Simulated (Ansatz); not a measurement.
CdF2, DFT, LDA, all-electron LAPW, scalar-relativistic (Ansatz 0.2.0), run on 1 thread of Arm Neoverse V1 on a shared host.

The cell comes from COD entry 9009006, which wasn't checked; take it as a given geometry. The listed cell was then made from it by scaling, straining or moving an atom.

Command: `ansatz run input.yaml --threads 1 --pin off --max-ram 4096MiB --backend cpu --events-out ev --progress --plain --runs-dir out`

```yaml
crystal:
  lattice:
    - [0.0, 2.694, 2.72094]
    - [2.694, 0.0, 2.72094]
    - [2.694, 2.694, 0.0]
  atoms:
    - { symbol: Cd, position: [0.0, 0.0, 0.0] }
    - { symbol: F, position: [0.25, 0.25, 0.25] }
    - { symbol: F, position: [0.75, 0.75, 0.75] }
kpoints:
  mp_grid: { grid: [8, 8, 8] }
  band_path:
    path:
      - [0.0, 0.0, 0.0]
      - [0.0, 0.5, 0.5]
      - [0.25, 0.75, 0.5]
      - [0.0, 0.5, 0.0]
      - [0.0, 0.0, 0.0]
      - [0.5, 0.5, 0.0]
      - [0.3725370062, 0.6274629938, 0.0]
      - [-0.3725370062, 0.3725370062, 0.0]
      - [0.0, 0.0, 0.0]
    npoints: 5
scf:
  occupations: { method: fermi_dirac, width: 0.02 }
hamiltonian:
  xc: lda
  pseudopotentials: { kind: all_electron, lapw: { basis_error: 0.001 } }
output:
  forces: true
  stress: true
  eigenvalues: true
```

(1) How large is the problem that the program sets up?

(2) About how long does it take, and how much memory does it use?

## Answers

(1) 59 irreducible k-points, 531 plane waves at Γ, 27 bands.

(2) 25 s of wall time for 8 SCF iterations, with a peak of 0.41 GiB. Times on shared machines scatter by tens of per cent.
